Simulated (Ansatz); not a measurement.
The system is CoO.

```
Co O
1.0
    -1.50800    1.50800    2.10725
     1.50800   -1.50800    2.10725
     1.50800    1.50800   -2.10725
Co O
1 1
Direct
  0.00000 0.00000 0.00000
  0.50000 0.50000 0.00000
```

| Item | Value |
| --- | --- |
| Program | Ansatz 0.2.0 |
| Task | relaxation of cell and atoms |
| Functional | PBE |
| Potentials or basis | Ansatz PAW |
| Cutoff | 420 eV (not typed: the program's choice for these potentials) |
| k mesh | 12 × 12 × 12 |
| Occupations | fermi-dirac, width 0.05 eV |
| Spin | collinear spin, ferromagnetic start |
| Starting moments | [2.0, 0.0] μB |
| Hubbard terms | Co d U = 4 eV |

At the start: volume 9.58 Å³/atom.

**Question.** Where does the relaxation end?

**Answer.** It ends after 20 steps and the volume is 10.17 Å³/atom (+6.1 %); space group R-3m (No. 166, to 0.05 Å); moment 3.00 μB per cell.

Step by step:
| step | energy change (eV) | largest force (eV/Å) | volume (Å³) |
| --- | --- | --- | --- |
| 1 | 0.0000 | 0.0000 | 19.17 |
| 2 | -0.0457 | 0.0000 | 19.79 |
| 3 | -0.0693 | 0.0000 | 20.27 |
| 4 | -0.0738 | 0.0000 | 20.33 |
| 5 | -0.0743 | 0.0000 | 20.30 |
| 6 | -0.0852 | 0.0000 | 20.30 |
| 7 | -0.0855 | 0.0000 | 20.40 |
| 8 | -0.0854 | 0.0000 | 20.42 |
| 9 | -0.0860 | 0.0000 | 20.42 |
| 10 | -0.0860 | 0.0000 | 20.43 |
| 11 | -0.0860 | 0.0000 | 20.43 |
| 12 | -0.2053 | 0.0000 | 20.43 |
| 13 | -0.2135 | 0.0000 | 20.40 |
| 14 | -0.2281 | 0.0000 | 20.25 |
| 15 | -0.2278 | 0.0000 | 20.37 |
| 16 | -0.2280 | 0.0000 | 20.33 |
| 17 | -0.2288 | 0.0000 | 20.33 |
| 18 | -0.2289 | 0.0000 | 20.34 |
| 19 | -0.2289 | 0.0000 | 20.34 |
| 20 | -0.2289 | 0.0000 | 20.34 |

Final structure:
```xyz
2
Lattice="-1.5388 1.5100 2.1565 1.5388 -1.5393 2.1775 1.5388 1.5393 -2.1775" Properties=species:S:1:pos:R:3 pbc="T T T"
Co    0.0000    0.0000    0.0000
O     0.0000   -0.0147    2.1670
```

Caveat: the magnetic or orbital state may not be the lowest; the plane-wave basis is chosen anew once the cell has moved, so the energies of steps on either side of that aren't comparable; the pressure holds a Pulay correction of +0.7 GPa for the finite cutoff; a cell with one magnetic atom can't hold antiferromagnetic order, which such compounds often take.
